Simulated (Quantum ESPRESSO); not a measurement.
Slab: Mo, a slab with vacuum.

```
CELL_PARAMETERS angstrom
2.84964 0.00000 0.00000
-1.42482 2.46786 0.00000
0.00000 0.00000 24.30689
ATOMIC_POSITIONS crystal
Mo 0.66667 0.33333 0.30855
Mo 0.33333 0.66667 0.40428
Mo 0.00000 0.00000 0.50000
Mo 0.66667 0.33333 0.59572
Mo 0.33333 0.66667 0.69145
```

The slab is cut from a database's or a generator's crystal, which needn't be the stable form of the element.

A sound run:

| Property | Result |
| --- | --- |
| Program | Quantum ESPRESSO 7.5 |
| Task | work function |
| Functional | PBE |
| Potentials or basis | PseudoDojo 0.4.1 SR PBE standard |
| Cutoff | 1088 eV |
| Density cutoff | 4354 eV |
| k mesh | 11 × 11 × 1 |
| Occupations | fermi-dirac, width 0.05 eV |
| Spin | no spin polarisation |

It gives largest force 0.145 eV/Å; band gap on the k mesh none (metal or under the smearing width).

**Question.** What do these careless settings give instead: cutoff 653 eV in place of 1088 eV; density cutoff 2612 eV in place of 4354 eV?

**Answer.** Largest force 0.147 eV/Å; band gap on the k mesh none (metal or under the smearing width). The run converged, but these numbers show the error of the settings and aren't properties of the slab.
